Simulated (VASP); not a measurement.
# Al2Cu (Khatyrkite) (I4/mcm) in VASP: further runs

The runs below take Al2Cu (Khatyrkite) through relaxation of cell and atoms, with LDA, PBE.

Program: VASP 6.6.1. These are calculated values, not measurements. Logs are shortened: lines on timing, memory, paths and dates and some standing lists are left out, and cuts for length are marked.

## 1. The crystal as given

It takes space group I4/mcm (No. 140, tetragonal). The conventional cell has a = 6.067 Å, b = 6.067 Å, c = 4.877 Å, α = 90.00°, β = 90.00°, γ = 90.00°. Around Al (site symmetry m2m) lie 4 Cu at 2.59 Å and 3 Al at 2.71 to 2.90 Å. Cu (site symmetry 422) is surrounded by 2 Cu at 2.44 Å and 8 Al at 2.59 Å.

## 2. Relaxation of cell and atoms, LDA

The input, INCAR:

```
SYSTEM = Al2Cu
ALGO = Normal
EDIFF = 1E-6
EDIFFG = -0.01
ENCUT = 600
GGA = CA
IBRION = 2
ISIF = 3
ISMEAR = 1
KPAR = 2
LASPH = .TRUE.
LCHARG = .FALSE.
LREAL = .FALSE.
LWAVE = .FALSE.
NELM = 80
NSW = 90
PREC = Accurate
SIGMA = 0.1
```

The input, KPOINTS:

```
k-points
0
G
  10 10 10
  0 0 0
```

The input, POSCAR:

```
Al2Cu
1.0
   -3.0335000000      3.0335000000      2.4385000000
    3.0335000000     -3.0335000000      2.4385000000
    3.0335000000      3.0335000000     -2.4385000000
Al Cu
4 2
Direct
    0.6581000000      0.1581000000      0.8162000000
    0.1581000000      0.3419000000      0.5000000000
    0.3419000000      0.8419000000      0.1838000000
    0.8419000000      0.6581000000      0.5000000000
    0.2500000000      0.2500000000      0.0000000000
    0.7500000000      0.7500000000      0.0000000000
```

Potentials or basis: VASP PAW LDA potentials, release 64 (Al, Cu).

The run is started by

```console
$ cat potpaw_LDA.64/Al/POTCAR potpaw_LDA.64/Cu/POTCAR > POTCAR
$ mpirun -np 2 vasp_std > vasp.out
```

OUTCAR:

```text
SYSTEM = Al2Cu
   EDIFF = 1E-6
   EDIFFG = -0.01
   ENCUT = 600
   GGA = CA
   IBRION = 2
   ISIF = 3
   ISMEAR = 1
   LASPH = .TRUE.
   LREAL = .FALSE.
   NELM = 80
   NSW = 90
   PREC = Accurate

 ion  position               nearest neighbor table
   1  0.658  0.158  0.816-   5 2.59   6 2.59   5 2.59   6 2.59   3 2.71   3 2.90   3 2.90   2 3.10
                             4 3.10   4 3.10   2 3.10   2 3.23   4 3.23   4 3.23   2 3.23
   2  0.158  0.342  0.500-   5 2.59   5 2.59   6 2.59   6 2.59   4 2.71   4 2.90   4 2.90   1 3.10
                             3 3.10   1 3.10   3 3.10   1 3.23   3 3.23   3 3.23   1 3.23
   3  0.342  0.842  0.184-   5 2.59   6 2.59   5 2.59   6 2.59   1 2.71   1 2.90   1 2.90   4 3.10
                             2 3.10   2 3.10   4 3.10   4 3.23   2 3.23   4 3.23   2 3.23
   4  0.842  0.658  0.500-   6 2.59   6 2.59   5 2.59   5 2.59   2 2.71   2 2.90   2 2.90   1 3.10
                             3 3.10   1 3.10   3 3.10   1 3.23   3 3.23   1 3.23   3 3.23
   5  0.250  0.250  0.000-   6 2.44   6 2.44   1 2.59   3 2.59   1 2.59   3 2.59   2 2.59   2 2.59
                             4 2.59   4 2.59
   6  0.750  0.750  0.000-   5 2.44   5 2.44   1 2.59   3 2.59   1 2.59   3 2.59   4 2.59   4 2.59
                             2 2.59   2 2.59

  LATTYP: Found a body centered tetragonal cell.
 ALAT       =     6.0670000000
 C/A-ratio  =     0.8038569309

  Lattice vectors:

 A1 = (  -3.0335000000,   3.0335000000,   2.4385000000)
 A2 = (   3.0335000000,  -3.0335000000,   2.4385000000)
 A3 = (   3.0335000000,   3.0335000000,  -2.4385000000)

Analysis of symmetry for initial positions (statically):
=====================================================================
 Subroutine PRICEL returns:
 Original cell was already a primitive cell.

 Routine SETGRP: Setting up the symmetry group for a
 body centered tetragonal supercell.

 Subroutine GETGRP returns: Found 16 space group operations
 (whereof  8 operations were pure point group operations)
 out of a pool of 16 trial point group operations.

The static configuration has the point symmetry C_4h.
 The point group associated with its full space group is D_4h.

Analysis of symmetry for dynamics (positions and initial velocities):
=====================================================================
 Subroutine PRICEL returns:
 Original cell was already a primitive cell.

 Routine SETGRP: Setting up the symmetry group for a
 body centered tetragonal supercell.

 Subroutine GETGRP returns: Found 16 space group operations
 (whereof  8 operations were pure point group operations)
 out of a pool of 16 trial point group operations.

The dynamic configuration has the point symmetry C_4h.
 The point group associated with its full space group is D_4h.

 Subroutine INISYM returns: Found 16 space group operations
 (whereof  8 operations are pure point group operations),
 and found     1 'primitive' translations

----------------------------------------------------------------------------------------

                                     Primitive cell

  volume of cell :      89.7575

  direct lattice vectors                    reciprocal lattice vectors
    -3.033500000  3.033500000  2.438500000     0.000000000  0.164826108  0.205044084
     3.033500000 -3.033500000  2.438500000     0.164826108  0.000000000  0.205044084
     3.033500000  3.033500000 -2.438500000     0.164826108  0.164826108  0.000000000

  length of vectors
     4.934625290  4.934625290  4.934625290     0.263079309  0.263079309  0.233099318

  position of ions in fractional coordinates (direct lattice)
     0.658100000  0.158100000  0.816200000
     0.158100000  0.341900000  0.500000000
     0.341900000  0.841900000  0.183800000
     0.841900000  0.658100000  0.500000000
     0.250000000  0.250000000  0.000000000
     0.750000000  0.750000000  0.000000000

  ion indices of the primitive-cell ions
   primitive index   ion index
                 1           1
                 2           2
                 3           3
[... 47 lines left out ...]
   TEBEG  =    0.0;   TEEND  =   0.0 temperature during run
   PSTRESS=    0.0 pullay stress
   NELECT =      34.0000    total number of electrons
   NUPDOWN=      -1.0000    fix difference up-down
   EMIN   =  10.00;   EMAX   =-10.00  energy-range for DOS
   EFERMI =   0.00;   METHOD = LEGACY
   ISMEAR =     1;   SIGMA  =   0.10  broadening in eV -4-tet -1-fermi 0-gaus
   EFERMI_NEDOS =   21; number of points for ismear=-14 and -15
   IALGO  =     38    algorithm
   IMIX   =      4    mixing-type and parameters
     AMIX     =   0.40;   BMIX     =  1.00
     AMIX_MAG =   1.60;   BMIX_MAG =  1.00
  volume/ion in A,a.u.               =      14.96       100.95
  Fermi-wavevector in a.u.,A,eV,Ry     =   1.184525  2.238428 19.090326  1.403099
  Thomas-Fermi vector in A             =   2.320737
   LORBIT       =      0    0 simple, 1 ext, 2 COOP (PROOUT), +10 PAW based schemes
   GGA     = CA    functional components
   LHFCALC =     F    Hartree Fock is set to
   AEXX    =    0.0000 exact exchange contribution
   IVDW    =     0    specifies the selected vdW correction
   LEPSILON=     F    determine dielectric tensor
   LRPA    =     F    only Hartree local field effects (RPA)
 conjugate gradient relaxation of ions
 non-spin polarized calculation
 Methfessel and Paxton  Order N= 1 SIGMA  =   0.10
  energy-cutoff  :      600.00
  volume of cell :       89.76
 maximum number of plane-waves:      3020
   NGX = 19   NGY = 19   NGZ = 19

--------------------------------------- Ionic step        1  -------------------------------------------

 number of electron      33.9999978 magnetization

 Free energy of the ion-electron system (eV)
  ---------------------------------------------------
  ext. energy  EPLUGINS =         0.00000000
  ---------------------------------------------------
  free energy    TOTEN  =       -27.17822117 eV

  energy without entropy =      -27.17784812  energy(sigma->0) =      -27.17809682

------------------------ aborting loop because EDIFF is reached ----------------------------------------

  FORCE on cell =-STRESS in cart. coord.  units (eV):
  Direction    XX          YY          ZZ          XY          YZ          ZX
  --------------------------------------------------------------------------------------
  -------------------------------------------------------------------------------------
  Total       -3.5361136     -3.5361136     -3.5032320      0.0000000     -0.0000000      0.0000000
  in kB      -63.1198624    -63.1198624    -62.5329228      0.0000000     -0.0000000      0.0000000
  external PRESSURE =     -62.9242159 kB  Pullay stress =       0.0000000 kB
[... 305 lines left out ...]
  energy  without entropy=      -27.2900466936  energy(sigma->0) =      -27.28990825

--------------------------------------- Ionic step        9  -------------------------------------------

 number of electron      34.0000014 magnetization

 Free energy of the ion-electron system (eV)
  ---------------------------------------------------
  ext. energy  EPLUGINS =         0.00000000
  ---------------------------------------------------
  free energy    TOTEN  =       -27.28990168 eV

  energy without entropy =      -27.29009791  energy(sigma->0) =      -27.28996709

 E-fermi :   8.3882     XC(G=0): -11.3032

 val. band max:        8.3810279501   @ k =  -0.1000   0.3000   0.1000
 cond. band min:       8.4058969177   @ k =  -0.2000   0.2000   0.2000
 fundamental gap:      0.0248689677
 Fermi energy:         8.3881863912

 k-point     1 :       0.0000    0.0000    0.0000
  band No.  band energies     occupation
      1      -2.7256      2.00000
      2       2.7734      2.00000
      3       2.9456      2.00000
      4       2.9456      2.00000
      5       2.9672      2.00000
      6       3.9131      2.00000
[... 550 lines left out ...]
      5       3.3560      2.00000
      6       3.5130      2.00000
[... 13 lines left out ...]
     20      11.1660      0.00000
     21      11.8542      0.00000

 [... further k-points ...]
[... 5 lines left out ...]
  --------------------------------------------------------------------------------------
  -------------------------------------------------------------------------------------
  Total       -0.0105387     -0.0105387      0.0139906      0.0000000      0.0000000      0.0000000
  in kB       -0.1999445     -0.1999445      0.2654357      0.0000000      0.0000000      0.0000000
  external PRESSURE =      -0.0448178 kB  Pullay stress =       0.0000000 kB
[... 21 lines left out ...]
  FREE ENERGIE OF THE ION-ELECTRON SYSTEM (eV)
  ---------------------------------------------------
  free  energy   TOTEN  =       -27.2899016816 eV

  energy  without entropy=      -27.2900979070  energy(sigma->0) =      -27.28996709

 reached required accuracy - stopping structural energy minimisation
```

Wall time 7.5 min (2 MPI ranks of Intel Xeon 6975P-C (Granite Rapids), shared host); peak memory 0.34 GiB.

Results:

- Free energy: -27.2899 eV
- Relaxed volume: 14.07 Å³/atom
- Relaxed cell: a = 4.833 Å, b = 4.833 Å, c = 4.833 Å, α = 104.25°, β = 104.25°, γ = 120.52°
- Space group after relaxing (to 0.05 Å): I4/mcm (No. 140)
- Energy gained by relaxing: 18.6 meV/atom
- Ionic steps: 9
- Pressure after relaxing: 0.0 GPa
- Band gap on the k mesh: none (metal or under the smearing width)

The path:
```csv
step,energy change (eV),largest force (eV/Å),pressure (GPa),volume (Å³)
1,0.0000,0.1317,-6.29,89.76
2,-0.0913,0.0257,3.00,82.34
3,-0.1102,0.0628,0.05,84.42
4,-0.1101,0.0643,-0.17,84.53
5,-0.1108,0.0447,-0.15,84.54
6,-0.1116,0.0047,-0.14,84.56
7,-0.1116,0.0019,-0.15,84.56
8,-0.1116,0.0017,0.19,84.33
9,-0.1117,0.0019,0.00,84.45
```

Final structure:
```
Al Cu
1.0
    -2.96741    2.96741    2.39757
     2.96741   -2.96741    2.39757
     2.96741    2.96741   -2.39757
Al Cu
4 2
Direct
  0.65973 0.15973 0.81945
  0.15973 0.34027 0.50000
  0.34027 0.84027 0.18055
  0.84027 0.65973 0.50000
  0.25000 0.25000 0.00000
  0.75000 0.75000 0.00000
```

LDA usually gives volumes a few per cent too small. Zero-point motion and thermal expansion aren't in these numbers.

## 3. Relaxation of cell and atoms, LDA

This run uses another cell than the first one, of 14.07 Å³/atom, 0.941 times its volume.

INCAR, as its differences from that of step 2:

```diff
@@ -2,4 +2,4 @@
 ALGO = Normal
-EDIFF = 1E-6
-EDIFFG = -0.01
+EDIFF = 1E-7
+EDIFFG = -0.005
 ENCUT = 600
```

KPOINTS is that of step 2.

The input, POSCAR:

```
Al2Cu                                   
1.0
   -2.9674083249      2.9674083249      2.3975719390
    2.9674083249     -2.9674083249      2.3975719390
    2.9674083249      2.9674083249     -2.3975719390
  Al              Cu            
     4     2
Direct
     0.6597259671865799    0.1597259671865799    0.8194519343731670
     0.1597259671865799    0.3402740328134201    0.5000000000000000
     0.3402740328134201    0.8402740328134201    0.1805480656268331
     0.8402740328134201    0.6597259671865799    0.5000000000000000
     0.2500000000000000    0.2500000000000000    0.0000000000000000
     0.7500000000000000    0.7500000000000000    0.0000000000000000
```

Potentials or basis: VASP PAW LDA potentials, release 64 (Al, Cu).

The run is started by

```console
$ cat potpaw_LDA.64/Al/POTCAR potpaw_LDA.64/Cu/POTCAR > POTCAR
$ mpirun -np 2 vasp_std > vasp.out
```

It took 99 s on 2 MPI ranks of Intel Xeon 6975P-C (Granite Rapids), shared host; peak memory 0.32 GiB.

The run converged. Its results:

```
Free energy             : -27.2893 eV
Pressure after relaxing : 0.0 GPa
Band gap on the k mesh  : none (metal or under the smearing width)
```

Final structure:
```
Al Cu
1.0
    -2.96741    2.96741    2.39757
     2.96741   -2.96741    2.39757
     2.96741    2.96741   -2.39757
Al Cu
4 2
Cartesian
  0.9479 3.9154 0.0000
  2.0195 0.9479 0.0000
  2.0195 -0.9479 2.3976
  0.9479 2.0195 2.3976
  0.0000 0.0000 1.1988
  0.0000 0.0000 3.5964
```

Levels at points of the mesh, in eV from the Fermi level:
```tsv
k point	band 14	band 15	band 16	band 17	band 18	band 19	band 20	band 21
(0.00, 0.00, 0.00)	-1.98	-1.48	-1.28	-1.28	-0.84	-0.20	0.11	1.58
(0.50, 0.00, 0.00)	-3.21	-2.71	-2.71	0.26	0.26	4.21	4.21	4.47
(0.50, 0.50, 0.00)	-2.91	-1.52	-1.30	-0.89	-0.71	0.90	1.35	4.76
(0.50, 0.50, 0.50)	-3.43	-3.43	-1.90	2.65	2.99	2.99	3.44	4.26
```

Caveat: the relaxation stopped at its first step, so nothing moved.

## 4. Relaxation of cell and atoms, PBE

The input, INCAR:

```
  ALGO = Normal
  EDIFF = 1E-6
  EDIFFG = -0.01
  ENCUT = 600
  GGA = PE
  IBRION = 2
  ISIF = 3
  ISMEAR = 1
  KPAR = 2
  LASPH = True
  LCHARG = False
  LREAL = False
  LWAVE = False
  NELM = 80
  NSW = 90
  PREC = Accurate
  SIGMA = 0.1
```

The input, KPOINTS:

```
k-points
0
Gamma
  10 10 10
```

The input, POSCAR:

```
Al2Cu
1.0
   -3.0335000000      3.0335000000      2.4385000000
    3.0335000000     -3.0335000000      2.4385000000
    3.0335000000      3.0335000000     -2.4385000000
Al Cu
4 2
Direct
    0.6581000000      0.1581000000      0.8162000000
    0.1581000000      0.3419000000      0.5000000000
    0.3419000000      0.8419000000      0.1838000000
    0.8419000000      0.6581000000      0.5000000000
    0.2500000000      0.2500000000      0.0000000000
    0.7500000000      0.7500000000      0.0000000000
```

Potentials or basis: VASP PAW PBE potentials, release 64 (Al, Cu).

The run is started by

```console
$ cat potpaw_PBE.64/Al/POTCAR potpaw_PBE.64/Cu/POTCAR > POTCAR
$ mpirun -np 2 vasp_std > vasp.out
```

Wall time 8 min (2 MPI ranks of Intel Xeon 6975P-C (Granite Rapids), shared host); peak memory 0.37 GiB.

The run converged. Its results:

```
Free energy                            : -23.3852 eV
Relaxed volume                         : 14.95 Å³/atom
Relaxed cell                           : a = 4.931 Å, b = 4.931 Å, c = 4.931 Å, α = 104.24°, β = 104.24°, γ = 120.53°
Space group after relaxing (to 0.05 Å) : I4/mcm (No. 140)
Energy gained by relaxing              : 0.2 meV/atom
Ionic steps                            : 10
Pressure after relaxing                : -0.1 GPa
Largest force after relaxing           : 0.006 eV/Å
Band gap on the k mesh                 : none (metal or under the smearing width)
```

Forces in eV/Å, atoms in the order of the input:
```
Al   0.004  0.004  0.000
Al  -0.004  0.004  0.000
Al  -0.004 -0.004  0.000
Al   0.004 -0.004  0.000
Cu   0.000  0.000  0.000
Cu   0.000  0.000  0.000
```

Step by step:
| step | energy change (eV) | largest force (eV/Å) | pressure (GPa) | volume (Å³) |
| --- | --- | --- | --- | --- |
| 1 | 0.0000 | 0.0343 | -0.34 | 89.76 |
| 2 | -0.0003 | 0.0258 | 0.34 | 89.34 |
| 3 | -0.0004 | 0.0290 | 0.12 | 89.50 |
| 4 | -0.0004 | 0.0282 | 0.11 | 89.47 |
| 5 | -0.0003 | 0.0270 | 0.23 | 89.40 |
| 6 | -0.0004 | 0.0281 | 0.24 | 89.44 |
| 7 | -0.0004 | 0.0283 | 0.24 | 89.46 |
| 8 | -0.0008 | 0.0181 | 0.15 | 89.47 |
| 9 | -0.0008 | 0.0106 | 0.14 | 89.49 |
| 10 | -0.0009 | 0.0059 | -0.07 | 89.67 |

Final structure:
```yaml
crystal:
  lattice:
    - [-3.02751, 3.02751, 2.44580]
    - [3.02751, -3.02751, 2.44580]
    - [3.02751, 3.02751, -2.44580]
  atoms:
    - { symbol: Al, position: [0.65875, 0.15875, 0.81751] }
    - { symbol: Al, position: [0.15875, 0.34125, 0.50000] }
    - { symbol: Al, position: [0.34125, 0.84125, 0.18249] }
    - { symbol: Al, position: [0.84125, 0.65875, 0.50000] }
    - { symbol: Cu, position: [0.25000, 0.25000, 0.00000] }
    - { symbol: Cu, position: [0.75000, 0.75000, 0.00000] }
```

Levels at points of the mesh, in eV from the Fermi level:
| k point | band 15 | band 16 | band 17 | band 18 | band 19 | band 20 |
| --- | --- | --- | --- | --- | --- | --- |
| (0.00, 0.00, 0.00) | -1.32 | -1.16 | -1.16 | -0.80 | -0.36 | 0.10 |
| (0.50, 0.00, 0.00) | -2.55 | -2.55 | 0.27 | 0.27 | 4.07 | 4.07 |
| (0.50, 0.50, 0.00) | -1.38 | -1.24 | -0.97 | -0.66 | 0.82 | 1.29 |
| (0.50, 0.50, 0.50) | -3.18 | -1.80 | 2.57 | 2.99 | 2.99 | 3.34 |

## 5. Relaxation of cell and atoms, PBE

INCAR, as its differences from that of step 4:

```diff
@@ -1,4 +1,4 @@
   ALGO = Normal
-  EDIFF = 1E-6
-  EDIFFG = -0.01
+  EDIFF = 1E-7
+  EDIFFG = -0.005
   ENCUT = 600
```

KPOINTS is that of step 4.

The input, POSCAR:

```
Al2Cu                                   
1.0
   -3.0275083754      3.0275083754      2.4458010926
    3.0275083754     -3.0275083754      2.4458010926
    3.0275083754      3.0275083754     -2.4458010926
  Al              Cu            
     4     2
Direct
     0.6587537314743181    0.1587537314743183    0.8175074629486437
     0.1587537314743183    0.3412462685256817    0.5000000000000000
     0.3412462685256817    0.8412462685256819    0.1824925370513564
     0.8412462685256819    0.6587537314743181    0.5000000000000000
     0.2500000000000000    0.2500000000000000    0.0000000000000000
     0.7500000000000000    0.7500000000000000    0.0000000000000000
```

The run is started by

```console
$ cat potpaw_PBE.64/Al/POTCAR potpaw_PBE.64/Cu/POTCAR > POTCAR
$ mpirun -np 2 vasp_std > vasp.out
```

Wall time 3 min (2 MPI ranks of Intel Xeon 6975P-C (Granite Rapids), shared host); peak memory 0.37 GiB.

It converged, with:

- Free energy: -23.3852 eV
- Relaxed volume: 14.93 Å³/atom
- Relaxed cell: a = 4.929 Å, b = 4.929 Å, c = 4.929 Å, α = 104.24°, β = 104.24°, γ = 120.53°
- Space group after relaxing (to 0.05 Å): I4/mcm (No. 140)
- Energy gained by relaxing: 0.0 meV/atom
- Ionic steps: 3
- Pressure after relaxing: 0.0 GPa
- Largest force after relaxing: 0.005 eV/Å
- Band gap on the k mesh: none (metal or under the smearing width)

Forces on the atoms (eV/Å):
```
Al   0.003  0.003  0.000
Al  -0.003  0.003  0.000
Al  -0.003 -0.003  0.000
Al   0.003 -0.003  0.000
Cu   0.000  0.000  0.000
Cu   0.000  0.000  0.000
```

Final structure:
```cif
data_structure
_symmetry_space_group_name_H-M 'P 1'
_symmetry_Int_Tables_number 1
_cell_length_a 4.9291
_cell_length_b 4.9291
_cell_length_c 4.9291
_cell_angle_alpha 104.242
_cell_angle_beta 104.242
_cell_angle_gamma 120.528
_cell_volume 89.58
loop_
_atom_site_label
_atom_site_type_symbol
_atom_site_fract_x
_atom_site_fract_y
_atom_site_fract_z
_atom_site_occupancy
Al1 Al 0.65876 0.15876 0.81753 1
Al2 Al 0.15876 0.34124 0.50000 1
Al3 Al 0.34124 0.84124 0.18247 1
Al4 Al 0.84124 0.65876 0.50000 1
Cu1 Cu 0.25000 0.25000 0.00000 1
Cu2 Cu 0.75000 0.75000 0.00000 1
```

Levels at points of the mesh, in eV from the Fermi level:
```
           k point  band 15  band 16  band 17  band 18  band 19  band 20
(0.00, 0.00, 0.00)    -1.32    -1.16    -1.16    -0.80    -0.36     0.10
(0.50, 0.00, 0.00)    -2.56    -2.56     0.27     0.27     4.07     4.07
(0.50, 0.50, 0.00)    -1.38    -1.24    -0.97    -0.66     0.82     1.29
(0.50, 0.50, 0.50)    -3.18    -1.80     2.57     2.99     2.99     3.35
```
